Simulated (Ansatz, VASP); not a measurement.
# One calculation of BAs, two programs

The input INCAR:

```
SYSTEM = BAs
ALGO = Normal ; EDIFF = 1E-6
ENCUT = 520 ; GGA = PE
ISIF = 2 ; ISMEAR = 0
LASPH = .TRUE. ; LCHARG = .TRUE.
LELF = .TRUE. ; LREAL = .FALSE.
LVHAR = .TRUE. ; LWAVE = .FALSE.
NBANDS = 11 ; NELM = 60
PREC = Accurate ; SIGMA = 0.01
```

File KPOINTS:

```
k-points
0
G
  8 8 8
  0 0 0
```

Contents of POSCAR:

```
BAs
1.0
    0.0000000000      2.3885000000      2.3885000000
    2.3885000000      0.0000000000      2.3885000000
    2.3885000000      2.3885000000      0.0000000000
B As
1 1
Direct
    0.0000000000      0.0000000000      0.0000000000
    0.2500000000      0.2500000000      0.2500000000
```

Input for Ansatz:

```yaml
crystal:
  lattice:
    - [0.0, 2.3885, 2.3885]
    - [2.3885, 0.0, 2.3885]
    - [2.3885, 2.3885, 0.0]
  atoms:
    - { symbol: B, position: [0.0, 0.0, 0.0] }
    - { symbol: As, position: [0.25, 0.25, 0.25] }
kpoints:
  mp_grid:
    grid: [8, 8, 8]
    shift: [0.0, 0.0, 0.0]
  band_path:
    path:
      - [-0.375, 0.0, 0.375]
      - [0.0, 0.0, 0.0]
      - [0.0, 0.0, 0.5]
      - [-0.5, -0.25, 0.25]
      - [-0.5, -0.5, 0.0]
    npoints: 10
scf:
  n_extra_bands: 6
  occupations:
    method: fixed
output:
  bader: true
```

Alike in both runs: task single point; functional PBE; k mesh 8 × 8 × 8; no spin polarisation.

|  | VASP | Ansatz |
| --- | --- | --- |
| version | VASP 6.6.1 | Ansatz 0.2.0 |
| potentials or method | VASP PAW PBE potentials, release 64 (B, As) | plane waves, PAW |
| plane-wave cutoff (eV) | 520 | 420 |
| occupations | gaussian, width 0.01 eV | fixed |
| valence electrons in the cell | 8 | 18 |

Ansatz gave:

- gap on the k mesh at the Fermi level (eV): 1.20

Q: What did VASP give for the same quantities?

A: gap on the k mesh at the Fermi level (eV): 1.19.

The two sets of potentials don't hold the same shells in valence.

A k mesh can miss the band edges.
